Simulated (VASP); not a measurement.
A calculation with VASP 6.6.1 of CoO (native input, structure from a POSCAR):

Contents of INCAR:

```
SYSTEM = CoO
ALGO = Fast
EDIFF = 1E-6
ENCUT = 520
GGA = PS
ISIF = 2
ISMEAR = 0
ISPIN = 2
LASPH = .True.
LCHARG = .True.
LELF = .True.
LMAXMIX = 4
LORBIT = 11
LREAL = .False.
LVHAR = .True.
LWAVE = .False.
MAGMOM = 2 0
NELM = 150
PREC = Accurate
SIGMA = 0.05
```

The input KPOINTS:

```
k-points
0
Gamma
  10 10 10
  0 0 0
```

The input POSCAR:

```
CoO
1.0
    1.6022198417      0.9250420569      2.5664708903
   -1.6022198417      0.9250420569      2.5664708903
    0.0000000000     -1.8500841138      2.5664708903
Co O
1 1
Cartesian
    0.0000000000      0.0000000000      7.6915463350
    0.0000000000      0.0000000000      5.7824208345
```

Potentials or basis: VASP PAW PBE potentials, release 54 (Co, O).

The run is started by

```sh
$ cat potpaw_PBE.54/Co/POTCAR potpaw_PBE.54/O/POTCAR > POTCAR
$ mpirun -np 1 vasp_std > vasp.out
```

Measurements of this composition are mostly on another form, of space group No. 225.

Question: Write the same calculation in another form: ASE script, structure typed inline.

Answer: As run:

The input run.py:

```python
from ase import Atoms
from ase.calculators.vasp import Vasp
from ase.dft.bandgap import bandgap

atoms = Atoms(
    ['Co', 'O'],
    cell=[[1.6022198417, 0.9250420569, 2.5664708903], [-1.6022198417, 0.9250420569, 2.5664708903], [0.0, -1.8500841138, 2.5664708903]],
    scaled_positions=[[0.99897832, 0.99897832, 0.99897832], [0.75102103, 0.75102103, 0.75102103]],
    pbc=True,
)
atoms.set_initial_magnetic_moments([2.0, 0.0])
calc = Vasp(
    directory='calc',
    xc='pbesol',
    pp='PBE',
    setups='recommended',
    pp_version='54',
    prec='Accurate',
    encut=520,
    ediff=1e-07,
    ismear=0,
    sigma=0.05,
    lreal=False,
    lasph=True,
    nelm=100,
    algo='Normal',
    isif=2,
    lwave=False,
    lcharg=False,
    ispin=2,
    lorbit=11,
    lmaxmix=4,
    kpts=[10, 10, 10],
    gamma=True,
    nbands=18,
)
atoms.calc = calc

print('energy (eV):', atoms.get_potential_energy())
print('free energy (eV):', atoms.get_potential_energy(force_consistent=True))
print('forces (eV/A):')
print(atoms.get_forces())
print('stress (eV/A^3, Voigt):', atoms.get_stress())
print('Fermi level (eV):', calc.get_fermi_level())
print('moment (muB):', atoms.get_magnetic_moment())
print('site moments (muB):', atoms.get_magnetic_moments())
gap, top, bottom = bandgap(calc)
print('band gap (eV):', gap, 'from (spin, k, band)', top, 'to', bottom)
```

Potentials or basis: VASP PAW PBE potentials, release 54 (Co, O).

Run with:

```console
$ python run.py
```

Both were run:

|  | native input, structure from a POSCAR | ASE script, structure typed inline |
| --- | --- | --- |
| Pressure | -7.9 GPa | -7.9 GPa |
| Largest force | 0.212 eV/Å | 0.212 eV/Å |
| Band gap on the k mesh | none (metal or under the smearing width) | none (metal or under the smearing width) |
| Net moment | 2.79 μB per cell | 2.79 μB per cell |
| Site moments | Co +2.40; O +0.31 μB | Co +2.40; O +0.31 μB |
| Valence electrons inside the program's atomic spheres | Co 8.01; O 4.96 | Co 8.01; O 4.96 |

Keys that steer only the numerical path or the files written may differ.

Caveat: the PAW data sets were made with another functional, which shifts forces and pressure a little; a cell with one magnetic atom can't hold antiferromagnetic order, which such compounds often take; semilocal functionals often make such compounds metallic where correlation or magnetic order opens a gap, which also shifts bond lengths.
